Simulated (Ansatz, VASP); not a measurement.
## WSe: VASP beside Ansatz

Contents of INCAR:

```
SYSTEM = WSe
ALGO = Normal ; EDIFF = 1E-6
EDIFFG = -0.01 ; ENCUT = 600
GGA = PE ; IBRION = 2
ISIF = 3 ; ISMEAR = 0
ISPIN = 2 ; LASPH = .TRUE.
LCHARG = .FALSE. ; LMAXMIX = 4
LORBIT = 11 ; LREAL = .FALSE.
LWAVE = .FALSE. ; MAGMOM = 0.92 0
NELM = 150 ; NSW = 100
PREC = Accurate ; SIGMA = 0.1
```

File KPOINTS:

```
k-points
0
G
  12 12 12
  0 0 0
```

File POSCAR:

```
WSe
1.0
    0.0000000000      2.8418212748      2.8418212748
    2.8418212748      0.0000000000      2.8418212748
    2.8418212748      2.8418212748      0.0000000000
W Se
1 1
Direct
    0.0000000000      0.0000000000      0.0000000000
    0.2500000000      0.2500000000      0.2500000000
```

Input for Ansatz:

```yaml
crystal:
  lattice:
    - [0.0, 2.8418212748, 2.8418212748]
    - [2.8418212748, 0.0, 2.8418212748]
    - [2.8418212748, 2.8418212748, 0.0]
  atoms:
    - { symbol: W, position: [0.0, 0.0, 0.0], spin: 0.92 }
    - { symbol: Se, position: [0.25, 0.25, 0.25] }
basis:
  ecutwfc: 420
kpoints:
  mp_grid: { grid: [12, 12, 12] }
hamiltonian:
  xc: pbe
scf:
  occupations: { method: gaussian, width: 0.1 }
output:
  forces: true
  stress: true
  eigenvalues: true
  populations: true
magnetization:
  spin_polarized: true
relax:
  adjacent_minimum: "off"
  f_tol: 0.01
  max_steps: 80
  cell: { stress_tol: 0.05 }
```

The cell was built by a generator and needn't be a form met in nature.

Alike in both runs: task relaxation of cell and atoms; functional PBE; k mesh 12 × 12 × 12; occupations gaussian, width 0.1 eV; collinear spin.

```csv
,VASP,Ansatz
version,VASP 6.6.1,Ansatz 0.2.0
potentials or method,"VASP PAW PBE potentials, release 64 (W_sv, Se)","scalar-relativistic, plane waves, PAW"
plane-wave cutoff (eV),600,420
valence electrons in the cell,20,30
```

```csv
,VASP,Ansatz,Ansatz less VASP
"gap on the k mesh at the Fermi level, each at its own relaxed structure (eV)",none,none,-
net moment per atom (μB),0.64,0.64,-0.002
size of the moment on the site where the two differ most (μB),1.03,0.79,-0.235
relaxed volume (Å³/atom),22.93,22.88,-0.050
relaxed cell length with the largest relative difference (Å),4.018,4.015,-0.0029
```

Site moments also hang on the region over which each program counts them. A gap of «none» marks a metal or a gap that the smearing closes. The two sets of potentials don't hold the same shells in valence.

The runs have no spin-orbit coupling, so splittings on W are missing.
